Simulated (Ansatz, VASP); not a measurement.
## Ir: VASP beside Ansatz

The input INCAR:

```
SYSTEM = Ir
PREC = Accurate ; ENCUT = 520
EDIFF = 1E-7 ; ISMEAR = -1
SIGMA = 0.05 ; LREAL = .False.
LASPH = .True. ; NELM = 60
ALGO = Normal ; ISIF = 2
LWAVE = .False. ; LCHARG = .False.
GGA = PS ; NBANDS = 10
```

KPOINTS

```
regular mesh
0
Gamma
  18 18 18
  0 0 0
```

POSCAR

```
Ir
1.0
    0.0000000000      1.8937549276      1.8937549276
    1.8937549276      0.0000000000      1.8937549276
    1.8937549276      1.8937549276      0.0000000000
Ir
1
Direct
    0.0000000000      0.0000000000      0.0000000000
```

Input for Ansatz:

```yaml
crystal:
  lattice:
    - [0.0, 1.8937549276, 1.8937549276]
    - [1.8937549276, 0.0, 1.8937549276]
    - [1.8937549276, 1.8937549276, 0.0]
  atoms:
    - { symbol: Ir, position: [0.0, 0.0, 0.0] }
kpoints:
  mp_grid: { grid: [18, 18, 18] }
  band_path:
    path:
      - [0.0, 0.0, 0.0]
      - [0.5, 0.0, 0.5]
      - [0.625, 0.25, 0.625]
      - [0.375, 0.375, 0.75]
      - [0.0, 0.0, 0.0]
      - [0.5, 0.5, 0.5]
      - [0.5, 0.25, 0.75]
      - [0.5, 0.0, 0.5]
    npoints: 5
scf:
  occupations: { method: fermi_dirac, width: 0.05 }
hamiltonian:
  xc: pbesol
  pseudopotentials: { kind: all_electron, lapw: { basis_error: 0.0005 } }
output:
  forces: true
  stress: true
  eigenvalues: true
```

Change from the starting cell: volume scaled by 0.96.

Alike in both runs: task single point; functional PBEsol; k mesh 18 × 18 × 18; occupations fermi-dirac, width 0.05 eV; no spin polarisation.

|  | VASP | Ansatz |
| --- | --- | --- |
| version | VASP 6.6.1 | Ansatz 0.2.0 |
| potentials or method | VASP PAW PBE potentials, release 64 (Ir) | all-electron LAPW, scalar-relativistic |
| plane-wave cutoff (eV) | 520 | see its input |

```csv
,VASP,Ansatz,Ansatz less VASP
pressure (GPa),15.5,14.1,-1.36
```

Ansatz ran all-electron here, so the differences hold the error of VASP's frozen core and of both bases.

Caveats: so large a pressure means that the cell lies far from this level's equilibrium, or that cutoff or potentials fall short (VASP); the potentials were made for another functional, which shifts forces and pressure (VASP). Spin-orbit coupling is left out, which matters for the levels of Ir.
